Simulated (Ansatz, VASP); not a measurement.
# Au: VASP beside Ansatz

File INCAR:

```
PREC = Accurate
ENCUT = 520
EDIFF = 1E-6
ISMEAR = 0
SIGMA = 0.15
LREAL = F
LASPH = T
NELM = 80
ALGO = Fast
ISIF = 2
LWAVE = F
LCHARG = F
GGA = PS
NBANDS = 12
```

Contents of KPOINTS:

```
regular mesh
0
Gamma
  20 20 20
```

POSCAR

```
Au
1.0
   -1.7235597600      1.7235597600      1.6572690000
    1.7235597600     -1.7235597600      1.6572690000
    1.7235597600      1.7235597600     -1.6572690000
Au
1
Direct
    0.0000000000      0.0000000000      0.0000000000
```

Input for Ansatz:

```yaml
crystal:
  lattice:
    - [-1.72355976, 1.72355976, 1.657269]
    - [1.72355976, -1.72355976, 1.657269]
    - [1.72355976, 1.72355976, -1.657269]
  atoms:
    - { symbol: Au, position: [0.0, 0.0, 0.0] }
basis:
  ecutwfc: 420
kpoints:
  mp_grid: { grid: [20, 20, 20] }
hamiltonian:
  xc: pbesol
scf:
  occupations: { method: gaussian, width: 0.15 }
output:
  forces: true
  stress: true
  eigenvalues: true
```

Change from the starting cell: strain +0.040 along x and y, +0.000 along z, atoms carried along.

Alike in both runs: task single point; functional PBEsol; k mesh 20 × 20 × 20; occupations gaussian, width 0.15 eV; no spin polarisation.

|  | VASP | Ansatz |
| --- | --- | --- |
| version | VASP 6.6.1 | Ansatz 0.2.0 |
| potentials or method | VASP PAW PBE potentials, release 64 (Au) | scalar-relativistic, plane waves, PAW |
| plane-wave cutoff (eV) | 520 | 420 |
| valence electrons in the cell | 11 | 19 |

|  | VASP | Ansatz | Ansatz less VASP |
| --- | --- | --- | --- |
| gap on the k mesh at the Fermi level (eV) | none | none | - |
| pressure (GPa) | -16.4 | -16.2 | +0.12 |
| largest component of the traceless stress (GPa) | 0.29 | 0.28 | -0.003 |

A gap of «none» marks a metal or a gap that the smearing closes. The two sets of potentials don't hold the same shells in valence.

Caveats: so large a pressure means that the cell lies far from this level's equilibrium, or that cutoff or potentials fall short (VASP); the potentials were made for another functional, which shifts forces and pressure (VASP). The runs have no spin-orbit coupling, so splittings on Au are missing.
